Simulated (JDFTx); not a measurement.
Here is a JDFTx 1.7.0 (patched build) calculation.

Li.in

```
lattice \
   -1.7546500000     1.7546500000     1.7546500000 \
    1.7546500000    -1.7546500000     1.7546500000 \
    1.7546500000     1.7546500000    -1.7546500000
latt-scale 1.889726124626 1.889726124626 1.889726124626
coords-type Lattice
ion Li     0.0000000000     0.0000000000     0.0000000000 1

ion-species pseudo/Li.upf
elec-cutoff 37
elec-ex-corr gga-PBE
van-der-waals D3
kpoint-folding 11 11 11
elec-smearing Fermi 0.0018374661
elec-n-bands 6
electronic-SCF nIterations 100 energyDiffThreshold 1e-09
electronic-minimize nIterations 30 energyDiffThreshold 1e-7
forces-output-coords Cartesian
lattice-minimize nIterations 40 energyDiffThreshold 1e-6

dump-name run.$VAR
dump End Ecomponents EigStats BandEigs Kpoints Forces Stress ElecDensity Dtot KEdensity
```

Potentials or basis: PseudoDojo-SR-PBE-0.5-standard.

Launch:

```bash
$ jdftx -c 1 -i Li.in -o Li.out
```

Question: Estimate the relaxed cell.

Answer: a = 2.917 Å, b = 2.917 Å, c = 2.917 Å, α = 109.47°, β = 109.47°, γ = 109.47°.

Question: Estimate the band gap on the k mesh.

Answer: None (metal or under the smearing width).

The path:
| step | energy change (eV) | largest force (eV/Å) | pressure (GPa) | volume (Å³) |
| --- | --- | --- | --- | --- |
| 1 | 0.0000 | 0.0000 | -1.38 | 21.61 |
| 2 | -0.0039 | 0.0000 | -1.16 | 21.12 |
| 3 | -0.0117 | 0.0000 | 0.04 | 19.04 |
| 4 | -0.0117 | 0.0000 | 0.00 | 19.10 |
| 5 | -0.0117 | 0.0000 | 0.00 | 19.10 |

Caveat: the plane waves are those of the starting cell, so after so large a change of volume the result is rough; the volume moved by -12 % from the deposited cell, more than functionals usually miss; pairwise dispersion overbinds metals, which lowers pressure and volume.

The cell as given is a measured one (21.61 Å³/atom); PBE+D3 puts the equilibrium volume -11.6 % from it, thermal expansion not counted.
